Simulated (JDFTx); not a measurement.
# HfO2 (Fm-3m) in JDFTx: settings compared

One crystal, HfO2, is run at these levels: LDA, PBE, PBEsol; tasks: single point.

Program: JDFTx 1.7.0 (patched build). These are calculated values, not measurements. Logs are shortened: lines on timing, memory, paths and dates and some standing lists are left out, and cuts for length are marked. The log counts tension as positive stress, the text compression.

**1. The structure**

It takes space group Fm-3m (No. 225, cubic). The conventional cell has a = 5.115 Å, b = 5.115 Å, c = 5.115 Å, α = 90.00°, β = 90.00°, γ = 90.00°. Around Hf (site symmetry m-3m) lie 8 O at 2.21 Å. O (site symmetry -43m) has 4 Hf at 2.21 Å as nearest neighbours.

Measurements of this composition are mostly on another form, of space group No. 14.

**2. Single point, LDA**

The input, HfO2.in:

```
lattice \
    0.0000000000     4.8329745637     4.8329745637 \
    4.8329745637     0.0000000000     4.8329745637 \
    4.8329745637     4.8329745637     0.0000000000
coords-type Cartesian
ion Hf     0.0000000000     0.0000000000     0.0000000000 1
ion O      7.2494618456     7.2494618456     7.2494618456 1
ion O      2.4164872819     2.4164872819     2.4164872819 1

ion-species pseudo/Hf.upf
ion-species pseudo/O.upf
elec-cutoff 42 336
elec-ex-corr lda-PW
kpoint-folding 9 9 9
elec-smearing Fermi 0.0018374661
elec-n-bands 18
electronic-SCF nIterations 100 energyDiffThreshold 1e-09
electronic-minimize nIterations 30 energyDiffThreshold 1e-7
converge-empty-states yes
forces-output-coords Cartesian

dump-name run.$VAR
dump End Ecomponents EigStats BandEigs Kpoints Forces Stress ElecDensity
```

Potentials or basis: PseudoDojo-SR-LDA-0.4.1-standard.

Command:

```
$ jdftx -c 1 -i HfO2.in -o HfO2.out
```

What it wrote:

```text
*************** JDFTx 1.7.0 (patched build) ***************

[... 5 lines left out ...]
Found 48 point-group symmetries of the bravais lattice
Found 48 space-group symmetries with basis
Applied RMS atom displacement 4.08253e-11 bohrs to make symmetries exact.

---------- Initializing the Grid ----------
R =
[            0      4.83297      4.83297  ]
[      4.83297            0      4.83297  ]
[      4.83297      4.83297            0  ]
unit cell volume = 225.774
G =
[  -0.650033   0.650033   0.650033  ]
[   0.650033  -0.650033   0.650033  ]
[   0.650033   0.650033  -0.650033  ]
Minimum fftbox size, Smin = [  60  60  60  ]
Chosen fftbox size, S = [  60  60  60  ]

---------- Initializing tighter grid for wavefunction operations ----------
R =
[            0      4.83297      4.83297  ]
[      4.83297            0      4.83297  ]
[      4.83297      4.83297            0  ]
unit cell volume = 225.774
G =
[  -0.650033   0.650033   0.650033  ]
[   0.650033  -0.650033   0.650033  ]
[   0.650033   0.650033  -0.650033  ]
Minimum fftbox size, Smin = [  40  40  40  ]
Chosen fftbox size, S = [  40  40  40  ]

---------- Exchange Correlation functional ----------
Initalized Slater LDA exchange.
Initalized Perdew-Wang LDA correlation.

---------- Setting up pseudopotentials ----------
Width of ionic core gaussian charges (only for fluid interactions / plotting) set to 0

Reading pseudopotential file 'pseudo/Hf.upf':
  'Hf' pseudopotential, 'SLA  PW   NOGX NOGC' functional
  Generated using ONCVPSP code by D. R. Hamann
  12 valence electrons, 4 orbitals, 8 projectors, 1001 radial grid points, with lMax = 3
    5S    l: 0   occupation:  2.0   eigenvalue: -2.468627
    5P    l: 1   occupation:  6.0   eigenvalue: -1.312511
    5D    l: 2   occupation:  2.0   eigenvalue: -0.105476
    6S    l: 0   occupation:  2.0   eigenvalue: -0.193355
  Core radius for overlap checks: 2.38 bohrs.

Reading pseudopotential file 'pseudo/O.upf':
  'O' pseudopotential, 'SLA  PW   NOGX NOGC' functional
  Generated using ONCVPSP code by D. R. Hamann
  6 valence electrons, 2 orbitals, 5 projectors, 926 radial grid points, with lMax = 2
    2S    l: 0   occupation:  2.0   eigenvalue: -0.872925
    2P    l: 1   occupation:  4.0   eigenvalue: -0.338004
  Core radius for overlap checks: 1.39 bohrs.

Initialized 2 species with 3 total atoms.

Folded 1 k-points by 9x9x9 to 729 k-points.

---------- Setting up k-points, bands, fillings ----------
Reduced to 35 k-points under symmetry.
Computing the number of bands and number of electrons
Calculating initial fillings.
nElectrons:  24.000000   nBands: 18   nStates: 35

----- Setting up reduced wavefunction bases (one per k-point) -----
average nbasis = 2936.333 , ideal nbasis = 2935.225

---------- Setting up ewald sum ----------
Optimum gaussian width for ewald sums = 2.051618 bohr.
Real space sum over 1331 unit cells with max indices [  5  5  5  ]
Reciprocal space sum over 3375 terms with max indices [  7  7  7  ]

---------- Allocating electronic variables ----------
Initializing wave functions:  linear combination of atomic orbitals
Hf pseudo-atom occupations:   s ( 2 2 )  p ( 6 )  d ( 2 )
O pseudo-atom occupations:   s ( 2 )  p ( 4 )
	FillingsUpdate:  mu: +0.604090864  nElectrons: 24.000000
LCAOMinimize: Iter:   0  F: -82.1642566748029992  |grad|_K:  9.817e-03  alpha:  1.000e+00
	FillingsUpdate:  mu: +0.574998323  nElectrons: 24.000000
LCAOMinimize: Iter:   1  F: -82.3034122137430870  |grad|_K:  7.794e-03  alpha:  1.211e-01  linmin: -2.940e-01  cgtest:  9.127e-01
LCAOMinimize: Encountered beta<0, resetting CG.
[... 15 lines of inner loops ...]
LCAOMinimize: Iter:   6  F: -82.4734903101404058  |grad|_K:  1.158e-06  alpha:  4.344e-01  linmin: -1.465e-04  cgtest:  4.484e-04
	FillingsUpdate:  mu: +0.515523481  nElectrons: 24.000000
LCAOMinimize: Iter:   7  F: -82.4734903161336064  |grad|_K:  4.114e-08  alpha:  7.075e-01  linmin:  5.091e-03  cgtest: -2.614e-02
LCAOMinimize: Converged (|Delta F|<1.000000e-06 for 2 iters).

-------- Electronic minimization -----------
Will mix electronic density at each iteration.
	FillingsUpdate:  mu: +0.515523481  nElectrons: 24.000000
	FillingsUpdate:  mu: +0.504637985  nElectrons: 24.000000
SCF: Cycle:  0   F: -82.548477513838748   dF: -7.499e-02   |Residual|: 1.939e-01   |deigs|: 1.477e-02
	FillingsUpdate:  mu: +0.464294296  nElectrons: 24.000000
SCF: Cycle:  1   F: -82.575037594871290   dF: -2.656e-02   |Residual|: 3.701e-02   |deigs|: 2.232e-02
	FillingsUpdate:  mu: +0.471641606  nElectrons: 24.000000
SCF: Cycle:  2   F: -82.576759727456988   dF: -1.722e-03   |Residual|: 1.882e-02   |deigs|: 5.769e-03
	FillingsUpdate:  mu: +0.471978717  nElectrons: 24.000000
SCF: Cycle:  3   F: -82.576804435109864   dF: -4.471e-05   |Residual|: 2.884e-03   |deigs|: 2.307e-03
	FillingsUpdate:  mu: +0.471447900  nElectrons: 24.000000
SCF: Cycle:  4   F: -82.576805912464877   dF: -1.477e-06   |Residual|: 1.969e-03   |deigs|: 5.727e-04
	FillingsUpdate:  mu: +0.471945767  nElectrons: 24.000000
SCF: Cycle:  5   F: -82.576809666618956   dF: -3.754e-06   |Residual|: 3.271e-04   |deigs|: 3.179e-04
	FillingsUpdate:  mu: +0.471918515  nElectrons: 24.000000
SCF: Cycle:  6   F: -82.576809753713789   dF: -8.709e-08   |Residual|: 1.751e-04   |deigs|: 1.240e-04
	FillingsUpdate:  mu: +0.471889555  nElectrons: 24.000000
SCF: Cycle:  7   F: -82.576809781274221   dF: -2.756e-08   |Residual|: 4.279e-05   |deigs|: 1.064e-04
	FillingsUpdate:  mu: +0.471886098  nElectrons: 24.000000
SCF: Cycle:  8   F: -82.576809783895783   dF: -2.622e-09   |Residual|: 3.081e-05   |deigs|: 1.039e-04
	FillingsUpdate:  mu: +0.471878290  nElectrons: 24.000000
SCF: Cycle:  9   F: -82.576809784730116   dF: -8.343e-10   |Residual|: 1.461e-05   |deigs|: 1.615e-04
	FillingsUpdate:  mu: +0.471881071  nElectrons: 24.000000
SCF: Cycle: 10   F: -82.576809784990900   dF: -2.608e-10   |Residual|: 2.123e-06   |deigs|: 2.284e-04
SCF: Converged (|Delta E|<1.000000e-09 for 2 iters).

Setting wave functions to eigenvectors of Hamiltonian
Converging empty states (this may take a while):
EmptyStates: None of the convergence criteria satisfied.
|deigs|: 1.671e-03

# Stress tensor in Cartesian coordinates [Eh/a0^3]:
[  0.000749742            0            0  ]
[            0  0.000749742            0  ]
[            0            0  0.000749742  ]

# Ionic positions in cartesian coordinates:
ion Hf   0.000000000033334   0.000000000033334   0.000000000033334 1
ion O   7.249461845583333   7.249461845583333   7.249461845583333 1
ion O   2.416487281883334   2.416487281883334   2.416487281883334 1

# Forces in Cartesian coordinates:
force Hf   0.000000000000000   0.000000000000000  -0.000000000000000 1
force O   0.000000000000000   0.000000000000000   0.000000000000000 1
force O   0.000000000000000   0.000000000000000  -0.000000000000000 1

# Energy components:
   Eewald =      -67.2333631159540346
       EH =       13.9396565239351329
     Eloc =      -47.6741404405318576
      Enl =       -2.8377511193784408
      Exc =      -22.4204815528956694
 Exc_core =        7.1256975105582478
       KE =       36.5235724092757152
-------------------------------------
     Etot =      -82.5768097849908997
       TS =        0.0000000000000021
-------------------------------------
        F =      -82.5768097849908997

IonicMinimize: Iter:   0  F: -82.576809784990900  |grad|_K:        nan
IonicMinimize: None of the convergence criteria satisfied after 0 iterations.

#--- Lowdin population analysis ---
# oxidation-state Hf +1.423
# oxidation-state O -0.665 -0.665

Dumping 'run.eigStats' ...
	eMin: -1.824920 at state 0 ( [ +0.000000 +0.000000 +0.000000 ] spin 0 )
	HOMO: +0.421256 at state 24 ( [ +0.000000 +0.444444 -0.444444 ] spin 0 )
	mu  : +0.471880
	LUMO: +0.556106 at state 23 ( [ +0.000000 +0.444444 +0.444444 ] spin 0 )
	eMax: +0.901337 at state 24 ( [ +0.000000 +0.444444 -0.444444 ] spin 0 )
	HOMO-LUMO gap: +0.134850
	Optical gap  : +0.139175 at state 24 ( [ +0.000000 +0.444444 -0.444444 ] spin 0 )
WARNING: the last solve of the electrons (or of bands or displaced states from it) ended unconverged.
Done!
[note: mu as printed may lie anywhere between the filled and the empty levels]
```

Run time: 87 s. Hardware: 1 thread of Arm Neoverse V1, shared host; peak memory 0.17 GiB.

Results:

| Property | Result |
| --- | --- |
| Free energy | -2247.0295 eV |
| Pressure | -22.1 GPa |
| Band gap on the k mesh | 3.67 eV, indirect (least direct gap 3.79 eV) |
| Loewdin charges | Hf +1.42; O -0.67 e |

Caveat: the empty levels aren't tightly converged; so large a pressure means that the cell lies far from this level's equilibrium, or that cutoff or potentials fall short; spin-orbit coupling is left out, which moves the levels of the heavy elements; an odd mesh through Γ misses points on the zone boundary, where band edges often lie.

**3. Single point, PBE**

HfO2.in: that of step 2 with these lines changed.

```diff
@@ -4,6 +4,6 @@
     4.8329745637     4.8329745637     0.0000000000
-coords-type Cartesian
+coords-type Lattice
 ion Hf     0.0000000000     0.0000000000     0.0000000000 1
-ion O      7.2494618456     7.2494618456     7.2494618456 1
-ion O      2.4164872819     2.4164872819     2.4164872819 1
+ion O      0.7500000000     0.7500000000     0.7500000000 1
+ion O      0.2500000000     0.2500000000     0.2500000000 1
 
@@ -12,3 +12,3 @@
 elec-cutoff 42 336
-elec-ex-corr lda-PW
+elec-ex-corr gga-PBE
 kpoint-folding 9 9 9
```

Potentials or basis: PseudoDojo-SR-PBE-0.5-standard.

Command:

```
$ jdftx -c 1 -i HfO2.in -o HfO2.out
```

Run time: 88 s. Hardware: 1 thread of Arm Neoverse V1, shared host; peak memory 0.17 GiB.

Results (log left out):

```
Free energy            : -2240.6780 eV
Pressure               : -4.9 GPa
Band gap on the k mesh : 3.87 eV, indirect (least direct gap 3.99 eV)
Loewdin charges        : Hf +1.47; O -0.69 e
```

Levels at points of the mesh, in eV from the valence-band top:
| k point | band 9 | band 10 | band 11 | band 12 | band 13 | band 14 | band 15 |
| --- | --- | --- | --- | --- | --- | --- | --- |
| (0.00, 0.00, 0.00) | -5.12 | -0.55 | -0.55 | -0.55 | 3.92 | 3.92 | 5.70 |

Caveat: spin-orbit coupling is left out, which moves the levels of the heavy elements; an odd mesh through Γ misses points on the zone boundary, where band edges often lie.

**4. Single point, PBEsol**

The input, HfO2.in:

```
lattice Face-Centered Cubic 9.6659491275
coords-type Lattice
ion Hf     0.0000000000     0.0000000000     0.0000000000 1
ion O      0.7500000000     0.7500000000     0.7500000000 1
ion O      0.2500000000     0.2500000000     0.2500000000 1

ion-species pseudo/Hf.upf
ion-species pseudo/O.upf
elec-cutoff 42 336
elec-ex-corr gga-PBEsol
kpoint-folding 9 9 9
elec-smearing Fermi 0.0018374661
elec-n-bands 18
electronic-SCF nIterations 100 energyDiffThreshold 1e-09
electronic-minimize nIterations 30 energyDiffThreshold 1e-7
converge-empty-states yes
forces-output-coords Cartesian

dump-name run.$VAR
dump End Ecomponents EigStats BandEigs Kpoints Forces Stress ElecDensity Dtot KEdensity
```

Potentials or basis: PseudoDojo-SR-PBEsol-0.4.1-standard.

Command:

```
$ jdftx -c 1 -i HfO2.in -o HfO2.out
```

It took 91 s on 1 thread of Arm Neoverse V1, shared host; peak memory 0.18 GiB.

The run converged. Its results:

| Item | Value |
| --- | --- |
| Free energy | -2240.3084 eV |
| Pressure | -13.2 GPa |
| Band gap on the k mesh | 3.75 eV, indirect (least direct gap 3.87 eV) |
| Loewdin charges | Hf +1.43; O -0.67 e |

Levels at points of the mesh, in eV from the valence-band top:
| k point | band 10 | band 11 | band 12 | band 13 | band 14 | band 15 |
| --- | --- | --- | --- | --- | --- | --- |
| (0.00, 0.00, 0.00) | -0.55 | -0.55 | -0.55 | 3.83 | 3.83 | 5.52 |

Caveat: spin-orbit coupling is left out, which moves the levels of the heavy elements; an odd mesh through Γ misses points on the zone boundary, where band edges often lie. Expect the measured gap to be larger: semilocal functionals such as PBEsol lack the derivative discontinuity.

**5. Summary**

| level | potentials or basis | gap on the mesh (eV) | pressure (GPa) |
| --- | --- | --- | --- |
| LDA | PseudoDojo-SR-LDA-0.4.1-standard | 3.67 | -22.1 |
| PBE | PseudoDojo-SR-PBE-0.5-standard | 3.87 | -4.9 |
| PBEsol | PseudoDojo-SR-PBEsol-0.4.1-standard | 3.75 | -13.2 |

Alike in all rows: task single point; no spin polarisation; cell as given; k mesh 9 × 9 × 9; cutoff (eV) 1143; smearing fermi-dirac 0.05 eV.

Caveats: spin-orbit coupling is left out, which moves the levels of the heavy elements; an odd mesh through Γ misses points on the zone boundary, where band edges often lie; the empty levels aren't tightly converged (some runs); so large a pressure means that the cell lies far from this level's equilibrium, or that cutoff or potentials fall short (some runs).

Total energies depend on the potentials used, so only differences within one code and one set of settings carry meaning.
